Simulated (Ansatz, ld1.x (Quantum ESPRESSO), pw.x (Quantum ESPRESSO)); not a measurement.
**Equation-of-state test of one PAW potential (boron (B))**

```json
{
  "Element": "boron (B)",
  "Generator": "ld1.x (Quantum ESPRESSO) 7.5",
  "Type": "PAW",
  "Functional": "PBE",
  "Relativity": "scalar-relativistic",
  "Frozen core": "[He]",
  "Valence charge": "3",
  "Reference configuration": "2s2 2p1",
  "Partial waves": "2s (bound): rcut 1.20, rcutus 1.34 bohr; 2s channel at 0.5 Ry: rcut 1.20, rcutus 1.34 bohr; 2p (bound): rcut 1.88, rcutus 2.08 bohr; 2p channel at 0.4 Ry: rcut 1.88, rcutus 2.08 bohr; 3d channel at 0.1 Ry: rcut 1.40, rcutus 1.92 bohr; 3d channel at 0.7 Ry: rcut 1.40, rcutus 1.92 bohr",
  "Local potential": "all-electron potential smoothed inside 1.84 bohr (lloc = -1)",
  "Core correction": "none",
  "Augmentation charge": "PSQ, inside the norm-conserving radii"
}
```

Atomic tests: cutoffs needed: 15 Ry and 21 Ry (the cutoffs (Ry, on a coarse ladder) from which the occupation-weighted sum of valence levels, in a spherical-Bessel basis at the reference potential, stays within 10 and 1 mRy of its value at 400 Ry); ghost test: no extra level below or beside the all-electron valence levels (s, p, d, f tested) (spherical-Bessel basis up to 400 Ry, 20 bohr box); largest excitation error: -3.5 meV (all-electron minus pseudo) for 2s0 2p3, out of 7 test configurations.

Crystal test: bcc B in pw.x 7.5, no spin, 18³ k-points, Fermi–Dirac smearing 0.01 Ry, cutoffs 40/320 Ry. The lattice is a test structure that the element need not adopt, and mesh and smearing are coarse.

pw.x input:

```
&control
  calculation='scf', prefix='x', pseudo_dir='./', outdir='./tmp', tstress=.true., disk_io='none'
/
&system
  ibrav=0, nat=1, ntyp=1, ecutwfc=40, ecutrho=320, nbnd=8,
  occupations='smearing', smearing='fd', degauss=0.01
/
&electrons
  conv_thr=1e-09, mixing_beta=0.4, electron_maxstep=70
/
ATOMIC_SPECIES
B 1.0 B.UPF
CELL_PARAMETERS angstrom
  -1.15592406 1.15592406 1.15592406
  1.15592406 -1.15592406 1.15592406
  1.15592406 1.15592406 -1.15592406
ATOMIC_POSITIONS crystal
B 0.0000 0.0000 0.0000
K_POINTS automatic
18 18 18 0 0 0
```

```bash
pw.x < B.scf.in > B.scf.out
```

How does the run end?

It converges; the pressure is -0.59 GPa against -1.02 GPa from all-electron LAPW. The largest radius (2.08 bohr) exceeds half the bond length (1.89 bohr), so the spheres overlap, which is one possible source of error among others. The log shows:

```
Message from routine setup:
     using ibrav=0 with symmetry is DISCOURAGED, use correct ibrav instead
     lattice parameter (alat)  =       3.7835  a.u.
     unit-cell volume          =      41.6912 (a.u.)^3
     number of electrons       =         3.00
     number of Kohn-Sham states=            8
     kinetic-energy cutoff     =      40.0000  Ry
     charge density cutoff     =     320.0000  Ry
     scf convergence threshold =      1.0E-09
     Exchange-correlation= SLA  PW   PBX  PBC
     number of k points=   195  Fermi-Dirac smearing, width (Ry)=  0.0100
     iteration #  1     ecut=    40.00 Ry     beta= 0.40
     total energy              =     -11.33283824 Ry
     estimated scf accuracy    <       0.00037387 Ry
     iteration #  2     ecut=    40.00 Ry     beta= 0.40
     total energy              =     -11.33345952 Ry
     estimated scf accuracy    <       0.00013515 Ry
     iteration #  3     ecut=    40.00 Ry     beta= 0.40
     total energy              =     -11.33349350 Ry
     estimated scf accuracy    <       0.00000104 Ry
     iteration #  4     ecut=    40.00 Ry     beta= 0.40
     total energy              =     -11.33349358 Ry
     estimated scf accuracy    <       0.00000004 Ry
     iteration #  5     ecut=    40.00 Ry     beta= 0.40
     total energy              =     -11.33349357 Ry
     estimated scf accuracy    <       0.00000002 Ry
     iteration #  6     ecut=    40.00 Ry     beta= 0.40
     the Fermi energy is    13.5704 ev
!    total energy              =     -11.33349357 Ry
     estimated scf accuracy    <          7.7E-11 Ry
     smearing contrib. (-TS)   =      -0.00105196 Ry
     convergence has been achieved in   6 iterations
          total   stress  (Ry/bohr**3)                   (kbar)     P=       -5.92
     Message from routine punch:
     Nothing written, as per user request (disk_io='none')
```
